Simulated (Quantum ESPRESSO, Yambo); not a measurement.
Planning a run of Yambo 5.3.0 on CdTe (F-43m). The input:

```
HF_and_locXC
gw0
dyson
cohsex
em1s
rim_cut
RandQpts= 1000000
RandGvec= 1 RL
EXXRLvcs= 94 Ry
VXCRLvcs= 376 Ry
Chimod= "HARTREE"
% BndsRnXs
 1 | 268 |
%
NGsBlkXs= 11.5 Ry
% LongDrXs
 1 | 1 | 1 |
%
% GbndRnge
 1 | 268 |
%
DysSolver= "n"
ExtendOut
% QPkrange
 1 | 1 | 41 | 48 |
%
```

The database entry behind the starting cell differs from later determinations by our own check (an axis about 1.1 % short against later determinations), so it need not match the best structure at ambient conditions.

```sh
OMP_NUM_THREADS=1 mpirun -n 4 yambo -F gw8.in -J gw8 -C gw8 > gw8.log
```

The stored states that it reads are on a 4×4×4 mesh. Symmetry: F-43m, No. 216, cubic system. Conventional cell: a = 6.410 Å, b = 6.410 Å, c = 6.410 Å, α = 90.00°, β = 90.00°, γ = 90.00°. Cd has 4 Te at 2.78 Å nearest. Nearest to Te lie 4 Cd at 2.78 Å. Farther neighbours and most contacts between anions are not listed.

Question: How long will it take on 4 MPI ranks of Arm Neoverse V1, shared host, and how much memory?

It took 19 min; on shared hardware allow 9.4 min to 38 min. Peak host memory was 5.5 GiB.

The screening grows as filled bands × empty bands × pairs of k points, times the square of the screening basis for the matrix.

[Paths, hosts, dates, memory and timing lines, banners, echoed tables and standing remarks are left out of the program output.]

[Logs are printed without paths, hosts, clocks, repeated set-up lines and the standing remarks that a program may print on its own settings, such as how far it seeks lower states.]

[Runs of the session that timed out or met a known fault of the program may be left out.]

[Hosts, paths, dates, database ids (printed as entryN), source tags and the programs' standing remarks are cut or masked in the printed files.]
